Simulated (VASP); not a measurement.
# Pt (Fm-3m) in VASP: notebook

The runs below take Pt through relaxation of cell and atoms, with AM05, PBEsol.

All numbers are computed with VASP 6.6.1; they aren't measurements. Logs are shortened: lines on timing, memory, paths and dates and some standing lists are left out, and cuts for length are marked.

**1. Starting point**

It takes space group Fm-3m (No. 225, cubic). Conventional cell: a = 3.922 Å, b = 3.922 Å, c = 3.922 Å, α = 90.00°, β = 90.00°, γ = 90.00°. Pt (site symmetry m-3m) is surrounded by 12 Pt at 2.77 Å.

**2. Relaxation of cell and atoms, AM05**

Input file INCAR:

```
SYSTEM = Pt
PREC = Accurate ; ENCUT = 600
EDIFF = 1E-6 ; ISMEAR = 1
SIGMA = 0.1 ; LREAL = .FALSE.
LASPH = .TRUE. ; NELM = 80
ALGO = Normal ; ISIF = 3
LWAVE = .FALSE. ; LCHARG = .FALSE.
GGA = AM ; IBRION = 2
NSW = 90 ; EDIFFG = -0.01
```

Input file KPOINTS:

```
Automatic mesh
0
G
  16 16 16
  0 0 0
```

Input file POSCAR:

```
Pt
1.0
    0.0000000000      1.9609000000      1.9609000000
    1.9609000000      0.0000000000      1.9609000000
    1.9609000000      1.9609000000      0.0000000000
Pt
1
Direct
    0.0000000000      0.0000000000      0.0000000000
```

Potentials or basis: VASP PAW PBE potentials, release 64 (Pt).

Run with:

```console
> cat potpaw_PBE.64/Pt/POTCAR > POTCAR
> mpirun -np 1 vasp_std > vasp.out
```

OUTCAR:

```text
SYSTEM = Pt
   PREC = Accurate
   ENCUT = 600
   EDIFF = 1E-6
   ISMEAR = 1
   LREAL = .FALSE.
   LASPH = .TRUE.
   NELM = 80
   ISIF = 3
   GGA = AM
   IBRION = 2
   NSW = 90
   EDIFFG = -0.01

 ion  position               nearest neighbor table
   1  0.000  0.000  0.000-

  LATTYP: Found a face centered cubic cell.
 ALAT       =     3.9218000000

  Lattice vectors:

 A1 = (   0.0000000000,   1.9609000000,   1.9609000000)
 A2 = (   1.9609000000,   0.0000000000,   1.9609000000)
 A3 = (   1.9609000000,   1.9609000000,   0.0000000000)

Analysis of symmetry for initial positions (statically):
=====================================================================
 Subroutine PRICEL returns:
 Original cell was already a primitive cell.

 Routine SETGRP: Setting up the symmetry group for a
 face centered cubic supercell.

 Subroutine GETGRP returns: Found 48 space group operations
 (whereof 48 operations were pure point group operations)
 out of a pool of 48 trial point group operations.

The static configuration has the point symmetry O_h .

Analysis of symmetry for dynamics (positions and initial velocities):
=====================================================================
 Subroutine PRICEL returns:
 Original cell was already a primitive cell.

 Routine SETGRP: Setting up the symmetry group for a
 face centered cubic supercell.

 Subroutine GETGRP returns: Found 48 space group operations
 (whereof 48 operations were pure point group operations)
 out of a pool of 48 trial point group operations.

The dynamic configuration has the point symmetry O_h .

 Subroutine INISYM returns: Found 48 space group operations
 (whereof 48 operations are pure point group operations),
 and found     1 'primitive' translations

----------------------------------------------------------------------------------------

                                     Primitive cell

  volume of cell :      15.0798

  direct lattice vectors                    reciprocal lattice vectors
     0.000000000  1.960900000  1.960900000    -0.254984956  0.254984956  0.254984956
     1.960900000  0.000000000  1.960900000     0.254984956 -0.254984956  0.254984956
     1.960900000  1.960900000  0.000000000     0.254984956  0.254984956 -0.254984956

  length of vectors
     2.773131374  2.773131374  2.773131374     0.441646899  0.441646899  0.441646899

  position of ions in fractional coordinates (direct lattice)
     0.000000000  0.000000000  0.000000000

  ion indices of the primitive-cell ions
   primitive index   ion index
                 1           1

----------------------------------------------------------------------------------------

 KPOINTS: Automatic mesh

Automatic generation of k-mesh.
 Grid dimensions read from file:
 generate k-points for:   16   16   16

 Generating k-lattice:

  Cartesian coordinates                     Fractional coordinates (reciprocal lattice)
    -0.015936560  0.015936560  0.015936560     0.062500000  0.000000000  0.000000000
     0.015936560 -0.015936560  0.015936560     0.000000000  0.062500000  0.000000000
     0.015936560  0.015936560 -0.015936560     0.000000000  0.000000000  0.062500000

  Length of vectors
     0.027602931  0.027602931  0.027602931

  Shift w.r.t. Gamma in fractional coordinates (k-lattice)
     0.000000000  0.000000000  0.000000000

 Subroutine IBZKPT returns following result:
 ===========================================

 Found    145 irreducible k-points:

 Following reciprocal coordinates:
            Coordinates               Weight
  0.000000  0.000000  0.000000      1.000000
  0.062500  0.000000  0.000000      8.000000
  0.125000  0.000000  0.000000      8.000000
  0.187500  0.000000  0.000000      8.000000
  0.250000  0.000000  0.000000      8.000000
  0.312500  0.000000  0.000000      8.000000
[... 16 lines left out ...]
 -0.125000  0.062500  0.000000     24.000000
 -0.062500  0.062500  0.000000     12.000000
 [... further k-points ...]
   k-points           NKPTS =    145   k-points in BZ     NKDIM =    145   number of bands    NBANDS=      9
   number of dos      NEDOS =    301   number of ions     NIONS =      1
   total plane-waves  NPLWV =  13824
   dimension x,y,z NGX =    24 NGY =   24 NGZ =   24
   dimension x,y,z NGXF=    48 NGYF=   48 NGZF=   48
   ions per type =               1
   NGX,Y,Z   is equivalent  to a cutoff of  14.39, 14.39, 14.39 a.u.
   NGXF,Y,Z  is equivalent  to a cutoff of  28.78, 28.78, 28.78 a.u.
 SYSTEM =  Pt
   PREC   = accura    normal or accurate (medium, high low for compatibility)
   ISTART =      0    job   : 0-new  1-cont  2-samecut
   ICHARG =      2    charge: 1-file 2-atom 10-const
   ISPIN  =      1    spin polarized calculation?
   LNONCOLLINEAR =      F non collinear calculations
   LSORBIT =      F    spin-orbit coupling
   LASPH  =      T    aspherical Exc in radial PAW
   ENCUT  =  600.0 eV  44.10 Ry    6.64 a.u.   5.54  5.54  5.54*2*pi/ulx,y,z
   NELM   =     80;   NELMIN=  2; NELMDL= -5     # of ELM steps
   EDIFF  = 0.1E-05   stopping-criterion for ELM
   LREAL  =      F    real-space projection
   EDIFFG = -.1E-01   stopping-criterion for IOM
   NSW    =     90    number of steps for IOM
   IBRION =      2    ionic relax: 0-MD 1-quasi-New 2-CG
   NFREE  =      1    steps in history (QN), initial steepest desc. (CG)
   ISIF   =      3    stress and relaxation
   ISYM   =      2    0-nonsym 1-usesym 2-fastsym
   POTIM  = 0.5000    time-step for ionic-motion
   TEBEG  =    0.0;   TEEND  =   0.0 temperature during run
   PSTRESS=    0.0 pullay stress
   NELECT =      10.0000    total number of electrons
   NUPDOWN=      -1.0000    fix difference up-down
   EMIN   =  10.00;   EMAX   =-10.00  energy-range for DOS
   EFERMI =   0.00;   METHOD = LEGACY
   ISMEAR =     1;   SIGMA  =   0.10  broadening in eV -4-tet -1-fermi 0-gaus
   EFERMI_NEDOS =   21; number of points for ismear=-14 and -15
   IALGO  =     38    algorithm
   IMIX   =      4    mixing-type and parameters
     AMIX     =   0.40;   BMIX     =  1.00
     AMIX_MAG =   1.60;   BMIX_MAG =  1.00
  volume/ion in A,a.u.               =      15.08       101.76
  Fermi-wavevector in a.u.,A,eV,Ry     =   1.427609  2.697791 27.729605  2.038068
  Thomas-Fermi vector in A             =   2.547760
   LORBIT       =      0    0 simple, 1 ext, 2 COOP (PROOUT), +10 PAW based schemes
   GGA     = AM    functional components
   LHFCALC =     F    Hartree Fock is set to
   AEXX    =    0.0000 exact exchange contribution
   IVDW    =     0    specifies the selected vdW correction
   LEPSILON=     F    determine dielectric tensor
   LRPA    =     F    only Hartree local field effects (RPA)
 conjugate gradient relaxation of ions
 non-spin polarized calculation
 Methfessel and Paxton  Order N= 1 SIGMA  =   0.10
  energy-cutoff  :      600.00
  volume of cell :       15.08
 maximum number of plane-waves:       531
 NGX is ok and might be reduce to    24
   NGX = 11   NGY = 11   NGZ = 11

--------------------------------------- Ionic step        1  -------------------------------------------

 number of electron      10.0000000 magnetization

 Free energy of the ion-electron system (eV)
  ---------------------------------------------------
  ext. energy  EPLUGINS =         0.00000000
  ---------------------------------------------------
  free energy    TOTEN  =        -6.65767149 eV

  energy without entropy =       -6.65686570  energy(sigma->0) =       -6.65740289

------------------------ aborting loop because EDIFF is reached ----------------------------------------

  FORCE on cell =-STRESS in cart. coord.  units (eV):
  Direction    XX          YY          ZZ          XY          YZ          ZX
  --------------------------------------------------------------------------------------
  -------------------------------------------------------------------------------------
  Total       -0.3157628     -0.3157628     -0.3157628     -0.0000000      0.0000000     -0.0000000
  in kB      -33.5486591    -33.5486591    -33.5486591     -0.0000000      0.0000000     -0.0000000
  external PRESSURE =     -33.5486591 kB  Pullay stress =       0.0000000 kB
[... 55 lines left out ...]
  energy  without entropy=       -6.6423661357  energy(sigma->0) =       -6.64277730

--------------------------------------- Ionic step        3  -------------------------------------------

 number of electron       9.9999999 magnetization

 Free energy of the ion-electron system (eV)
  ---------------------------------------------------
  ext. energy  EPLUGINS =         0.00000000
  ---------------------------------------------------
  free energy    TOTEN  =        -6.65955983 eV

  energy without entropy =       -6.65880373  energy(sigma->0) =       -6.65930779

 E-fermi :  11.2731     XC(G=0): -13.7012

 val. band max:       11.2672175445   @ k =  -0.4375   0.1250   0.0625
 cond. band min:      11.2980696858   @ k =  -0.4375   0.3125   0.0000
 fundamental gap:      0.0308521412
 Fermi energy:        11.2731045349

 k-point     1 :       0.0000    0.0000    0.0000
  band No.  band energies     occupation
      1       0.8760      2.00000
      2       7.4243      2.00000
      3       7.4243      2.00000
      4       7.4243      2.00000
      5       9.6434      2.00000
      6       9.6434      2.00000
      7      25.8638      0.00000
      8      30.9267      0.00000
      9      30.9267      0.00000
[... 265 lines left out ...]
 k-point    24 :      -0.0625    0.0625    0.0000
  band No.  band energies     occupation
      1       1.2950      2.00000
      2       7.2176      2.00000
      3       7.5767      2.00000
      4       7.6216      2.00000
      5       9.4448      2.00000
      6       9.6698      2.00000
      7      26.5090      0.00000
      8      29.2950      0.00000
      9      31.0077      0.00000

 [... further k-points ...]
[... 5 lines left out ...]
  --------------------------------------------------------------------------------------
  -------------------------------------------------------------------------------------
  Total       -0.0041711     -0.0041711     -0.0041711      0.0000000      0.0000000     -0.0000000
  in kB       -0.4483745     -0.4483745     -0.4483745      0.0000000      0.0000000     -0.0000000
  external PRESSURE =      -0.4483745 kB  Pullay stress =       0.0000000 kB
[... 16 lines left out ...]
  FREE ENERGIE OF THE ION-ELECTRON SYSTEM (eV)
  ---------------------------------------------------
  free  energy   TOTEN  =        -6.6595598269 eV

  energy  without entropy=       -6.6588037256  energy(sigma->0) =       -6.65930779

 reached required accuracy - stopping structural energy minimisation
```

It took 50 s on 1 thread of Intel Xeon Platinum 8488C (Sapphire Rapids), shared host; peak memory 0.17 GiB.

Results:

| Item | Value |
| --- | --- |
| Free energy | -6.6596 eV |
| Relaxed volume | 14.90 Å³/atom |
| Relaxed cell | a = 2.762 Å, b = 2.762 Å, c = 2.762 Å, α = 60.00°, β = 60.00°, γ = 60.00° |
| Space group after relaxing (to 0.05 Å) | Fm-3m (No. 225) |
| Energy gained by relaxing | 1.9 meV/atom |
| Ionic steps | 3 |
| Pressure after relaxing | 0.0 GPa |
| Band gap on the k mesh | none (metal or under the smearing width) |

Step by step:
```csv
step,energy change (eV),largest force (eV/Å),pressure (GPa),volume (Å³)
1,0.0000,0.0000,-3.35,15.08
2,0.0147,0.0000,11.01,14.40
3,-0.0019,0.0000,-0.04,14.90
```

Final structure:
```cif
data_structure
_symmetry_space_group_name_H-M 'P 1'
_symmetry_Int_Tables_number 1
_cell_length_a 2.7623
_cell_length_b 2.7623
_cell_length_c 2.7623
_cell_angle_alpha 60.000
_cell_angle_beta 60.000
_cell_angle_gamma 60.000
_cell_volume 14.90
loop_
_atom_site_label
_atom_site_type_symbol
_atom_site_fract_x
_atom_site_fract_y
_atom_site_fract_z
_atom_site_occupancy
Pt1 Pt 0.00000 0.00000 0.00000 1
```

Caveat: the PAW data sets were made with another functional, which shifts forces and pressure a little. Spin-orbit coupling is left out, which matters for the levels of Pt.

**3. Relaxation of cell and atoms, AM05**

This run uses another cell than the first one, of 14.90 Å³/atom, 0.988 times its volume.

Input file INCAR:

```
SYSTEM = Pt
PREC = Accurate ; ENCUT = 600
EDIFF = 1E-7 ; ISMEAR = 1
SIGMA = 0.1 ; LREAL = .FALSE.
LASPH = .TRUE. ; NELM = 80
ALGO = Normal ; ISIF = 3
LWAVE = .FALSE. ; LCHARG = .FALSE.
GGA = AM ; IBRION = 2
NSW = 90 ; EDIFFG = -0.005
```

KPOINTS is that of step 2.

Input file POSCAR:

```
Pt                                      
1.0
   -0.0000000000      1.9532716229      1.9532716229
    1.9532716229      0.0000000000      1.9532716229
    1.9532716229      1.9532716229      0.0000000000
  Pt            
     1
Direct
     0.0000000000000000    0.0000000000000000    0.0000000000000000
```

Potentials or basis: VASP PAW PBE potentials, release 64 (Pt).

Run with:

```console
> cat potpaw_PBE.64/Pt/POTCAR > POTCAR
> mpirun -np 1 vasp_std > vasp.out
```

Wall time 15 s (1 thread of Intel Xeon Platinum 8488C (Sapphire Rapids), shared host); peak memory 0.16 GiB.

Results (log left out):

- Free energy: -6.6595 eV
- Pressure after relaxing: 0.0 GPa
- Band gap on the k mesh: none (metal or under the smearing width)

Final structure:
```
CELL_PARAMETERS angstrom
0.00000 1.95327 1.95327
1.95327 0.00000 1.95327
1.95327 1.95327 0.00000
ATOMIC_POSITIONS crystal
Pt 0.00000 0.00000 0.00000
```

Levels at points of the mesh, in eV from the Fermi level:
```csv
k point,band 1,band 2,band 3,band 4,band 5,band 6,band 7,band 8,band 9
"(0.00, 0.00, 0.00)",-10.40,-3.85,-3.85,-3.85,-1.63,-1.63,14.59,19.65,19.65
"(0.50, 0.00, 0.00)",-7.46,-3.91,-3.91,-0.58,0.07,0.07,5.93,14.14,19.08
"(0.50, 0.50, 0.00)",-7.21,-6.74,0.04,0.52,0.52,1.71,9.00,11.42,11.42
```

Caveat: the relaxation stopped at its first step, so nothing moved; the PAW data sets were made with another functional, which shifts forces and pressure a little.

**4. Relaxation of cell and atoms, PBEsol**

Input file INCAR:

```
PREC     = Accurate       # precision mode
ENCUT    = 600            # plane-wave cutoff, eV
EDIFF    = 1E-6           # SCF threshold, eV
ISMEAR   = 1              # smearing method
SIGMA    = 0.1            # smearing width, eV
LREAL    = F              # projectors in reciprocal space
LASPH    = T              # aspherical terms in the spheres
NELM     = 80             # most SCF steps
ALGO     = Normal         # electronic algorithm
ISIF     = 3              # what is computed and relaxed
LWAVE    = F              # write WAVECAR
LCHARG   = F              # write CHGCAR
GGA      = PS             # functional
IBRION   = 2              # ionic algorithm
NSW      = 90             # ionic steps
EDIFFG   = -0.01          # ionic threshold
KPAR     = 2
```

Input file KPOINTS:

```
regular mesh
0
Gamma
  16 16 16
```

Input file POSCAR:

```
Pt
1.0
    0.0000000000      1.9609000000      1.9609000000
    1.9609000000      0.0000000000      1.9609000000
    1.9609000000      1.9609000000      0.0000000000
Pt
1
Direct
    0.0000000000      0.0000000000      0.0000000000
```

Run with:

```console
> cat potpaw_PBE.64/Pt/POTCAR > POTCAR
> mpirun -np 2 vasp_std > vasp.out
```

Wall time 11 s (2 MPI ranks of Intel Xeon 6975P-C (Granite Rapids), shared host); peak memory 0.14 GiB.

It converged, with:

```yaml
Free_energy: -6.9619 eV
Relaxed_volume: 15.01 Å³/atom
Relaxed_cell: a = 2.769 Å, b = 2.769 Å, c = 2.769 Å, α = 60.00°, β = 60.00°, γ = 60.00°
Space_group_after_relaxing_to_0.05_Å: Fm-3m (No. 225)
Energy_gained_by_relaxing: 0.3 meV/atom
Ionic_steps: 3
Pressure_after_relaxing: 0.0 GPa
Band_gap_on_the_k_mesh: none (metal or under the smearing width)
```

Step by step:
```csv
step,energy change (eV),largest force (eV/Å),pressure (GPa),volume (Å³)
1,0.0000,0.0000,-1.30,15.08
2,0.0021,0.0000,3.99,14.81
3,-0.0003,0.0000,0.00,15.01
```

Final structure:
```cif
data_structure
_symmetry_space_group_name_H-M 'P 1'
_symmetry_Int_Tables_number 1
_cell_length_a 2.7689
_cell_length_b 2.7689
_cell_length_c 2.7689
_cell_angle_alpha 60.000
_cell_angle_beta 60.000
_cell_angle_gamma 60.000
_cell_volume 15.01
loop_
_atom_site_label
_atom_site_type_symbol
_atom_site_fract_x
_atom_site_fract_y
_atom_site_fract_z
_atom_site_occupancy
Pt1 Pt 0.00000 0.00000 0.00000 1
```

Levels at points of the mesh, in eV from the Fermi level:
```
           k point  band 3  band 4  band 5  band 6  band 7  band 8
(0.00, 0.00, 0.00)   -3.81   -3.81   -1.62   -1.62   14.64   19.62
(0.50, 0.00, 0.00)   -3.87   -0.54    0.07    0.07    5.86   14.19
(0.50, 0.50, 0.00)    0.04    0.52    0.52    1.73    8.90   11.38
```

Caveat: the PAW data sets were made with another functional, which shifts forces and pressure a little. The run has no spin-orbit coupling, so splittings on Pt are missing.

(Continued in part 2 of 2.)
